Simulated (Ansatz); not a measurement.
SnO and the effect of the choice of potentials or basis

The cell as given:

The structure is tetragonal, space group P4/nmm (No. 129). The conventional cell has a = 3.814 Å, b = 3.814 Å, c = 4.887 Å, α = 90.00°, β = 90.00°, γ = 90.00°. Sn (site symmetry 4mm) has 4 O at 2.23 Å as nearest neighbours. O (site symmetry -4m2) has 4 Sn at 2.23 Å as nearest neighbours.

The cell is a database's computed one, not the measured one.

Kept alike: task relaxation of cell and atoms; functional PBE; k mesh 7 × 7 × 6; occupations fermi-dirac, width 0.05 eV; no spin polarisation. Program: Ansatz. Cutoffs run from 930 to 1388 eV. The mesh is that of the run's cell of 4 atoms. No spin-orbit coupling.

```csv
choice of potentials or basis,volume (Å³/atom),first edge of the run's cell (Å),third edge of the run's cell (Å)
Ansatz NC,18.971,3.868,5.071
Ansatz PAW (files of its older set among them),18.937,3.868,5.063
PseudoDojo standard (PBE files),18.914,3.869,5.054
PseudoDojo stringent (PBE files),18.970,3.868,5.073
SPMS NC,18.968,3.875,5.053
```

The relaxations keep at least the cell's symmetry (P4/nmm). Relaxations stop with a little pressure left, so the last digits of a volume or edge aren't settled. Ansatz's relaxations hold a Pulay term in the stress (up to 0.2 GPa here).

Q: What does the choice of potentials or basis change here?

A: The volume runs from 18.914 (PseudoDojo standard (PBE files)) to 18.971 Å³/atom (Ansatz NC). The first edge of the run's cell runs from 3.868 (Ansatz NC; Ansatz PAW (files of its older set among them); PseudoDojo stringent (PBE files)) to 3.875 Å (SPMS NC). The third edge of the run's cell runs from 5.053 (SPMS NC) to 5.073 Å (PseudoDojo stringent (PBE files)).
